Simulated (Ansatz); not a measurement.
**CaSe: levels with and without spin–orbit coupling**

```
Ca Se
1.0
     0.00000    2.95600    2.95600
     2.95600    0.00000    2.95600
     2.95600    2.95600    0.00000
Ca Se
1 1
Direct
  0.00000 0.00000 0.00000
  0.50000 0.50000 0.50000
```

Atom numbers follow the list: Ca1, Se2.

The cell is COD entry 1010880, as deposited and not checked against the literature; nothing was relaxed. It is an old determination, and later ones may differ.

Levels of theory: DFT, PBE, all-electron LAPW, scalar-relativistic (Ansatz 0.2.0); DFT, PBE, all-electron LAPW, Dirac equation with spin-orbit coupling (Ansatz 0.2.0).

Settings: a Γ-centred 7×7×7 k mesh, Fermi–Dirac smearing of 0.02 eV, basis error target 0.25 meV/atom, no spin polarisation.

Levels between -4 and 3 eV, each run counted from its own valence-band top. Scalar levels are listed once for both spins; with the coupling every spinor state is counted. Levels near the edges of the range can cross them.

Problem. At Γ (0.000, 0.000, 0.000) the scalar-relativistic levels are 0.00 (×3). What are they with spin–orbit coupling?

Solution. -0.41 (×2), 0.00 (×4).

Problem. At X (0.500, 0.000, 0.500) the scalar-relativistic levels are -2.52, -0.93 (×2), 2.03. What are they with spin–orbit coupling?

Solution. -2.67 (×2), -1.18 (×2), -0.95 (×2), 1.89 (×2).

Problem. At W (0.500, 0.250, 0.750) the scalar-relativistic levels are -1.98 (×2), -1.67. What are they with spin–orbit coupling?

Solution. -2.23 (×2), -2.04 (×2), -1.77 (×2).

Problem. Without the coupling the gap is 2.03 eV, indirect from Γ to X (0.5, 0, 0.5). And with it?

Solution. 1.89 eV, indirect from Γ to X (0.5, 0, 0.5).
